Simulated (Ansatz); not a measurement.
**Cs under compression and expansion**

```
Cs
1.0
     0.00000    3.94834    3.94834
     3.94834    0.00000    3.94834
     3.94834    3.94834    0.00000
Cs
1
Direct
  0.00000 0.00000 0.00000
```

The cell is the one relaxed in the Materials Project (mp-1055940), not relaxed further here; entries there can be hypothetical.

Spin–orbit coupling is left out, though it moves levels of the heavy atoms by tenths of an eV or more.

Levels of theory: DFT, LDA, all-electron LAPW, scalar-relativistic (Ansatz 0.2.0); DFT, LDA, PAW with Ansatz's default frozen-core files, scalar-relativistic (Ansatz 0.2.0).

For LAPW: a Γ-centred 8×8×8 k mesh, Fermi–Dirac smearing of 0.08 eV, basis error target 0.25 meV/atom, no spin polarisation. PAW takes a cutoff of 420 eV at this cell (files made with PBE, cores remade for this functional). The Ansatz runs share mesh, smearing and spin set-up. Plane-wave (PAW) pressures include the program's estimate of the Pulay term.

The cell above is scaled evenly, with fractional coordinates and shape held.

| V/V(cell) | V (Å³/atom) | P, LAPW (GPa) | P, PAW (GPa) |
| --- | --- | --- | --- |
| 0.9405 | 115.779 | -0.33 | -0.33 |
| 0.9700 | 119.411 | -0.36 | -0.36 |
| 1.0000 | 123.104 | -0.39 | -0.39 |
| 1.0300 | 126.797 | -0.42 | -0.42 |
| 1.0600 | 130.490 | -0.44 | -0.44 |
